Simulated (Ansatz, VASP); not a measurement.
**One calculation of Si3S, two programs**

```
Si S
1.0
     3.96198    0.00000    0.00000
     0.00000    3.96198    0.00000
     0.00000    0.00000    3.96198
Si S
3 1
Direct
  0.00000 0.50000 0.50000
  0.50000 0.00000 0.50000
  0.50000 0.50000 0.00000
  0.00000 0.00000 0.00000
```

Alike in both runs: functional PBE; k mesh 12 × 12 × 12; occupations gaussian, width 0.1 eV; no spin polarisation.

Ansatz relaxed the structure, and its values are those at the end. VASP's run is a single point on that final structure, the one shown.

|  | VASP | Ansatz |
| --- | --- | --- |
| version | VASP 6.6.1 | Ansatz 0.2.0 |
| potentials or method | VASP PAW PBE potentials, release 64 (Si, S) | scalar-relativistic, plane waves, PAW |
| plane-wave cutoff (eV) | 520 | 420 |
| valence electrons in the cell | 18 | 18 |

```csv
,VASP,Ansatz,Ansatz less VASP
gap on the k mesh at the Fermi level (eV),none,none,-
pressure (GPa),0.0,0.0,+0.02
```

A gap of «none» marks a metal or a gap that the smearing closes.
